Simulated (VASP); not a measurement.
A run of VASP 6.6.1:

Contents of INCAR:

```
ALGO = Normal ; EDIFF = 1E-7
ENCUT = 520 ; ISIF = 2
ISMEAR = 0 ; LASPH = True
LCHARG = True ; LELF = True
LREAL = False ; LVHAR = True
LWAVE = False ; NBANDS = 16
NELM = 100 ; PREC = Accurate
SIGMA = 0.05
```

The input KPOINTS:

```
k-points
0
Gamma
  8 8 6
```

The input POSCAR:

```
AlN
1.0
    0.0000000000     -2.0055201245     -2.0055201245
    0.0000000000      2.0055201245     -2.0055201245
    4.0110402489      0.0000000000      0.0000000000
Al N
2 2
Direct
    0.5009435316      0.4990564684      0.0001107593
   -0.0009435316      0.0009435316      0.4998892407
    0.5044377515      0.4955622485      0.4926203682
   -0.0044377515      1.0044377515      0.0073796318
```

Potentials or basis: VASP PAW LDA potentials, release 64 (Al, N).

The run is started by

```bash
$ cat potpaw_LDA.64/Al/POTCAR potpaw_LDA.64/N/POTCAR > POTCAR
$ mpirun -np 1 vasp_std > vasp.out
```

Hardware: 1 thread of AMD EPYC 7R13 Processor (Zen 3) (shared host).

Q: Estimate the wall time of this run.

A: It took 49 s on 1 thread of AMD EPYC 7R13 Processor (Zen 3) (shared host), peak memory 0.13 GiB. Counts: scf iterations 14, k points 114.
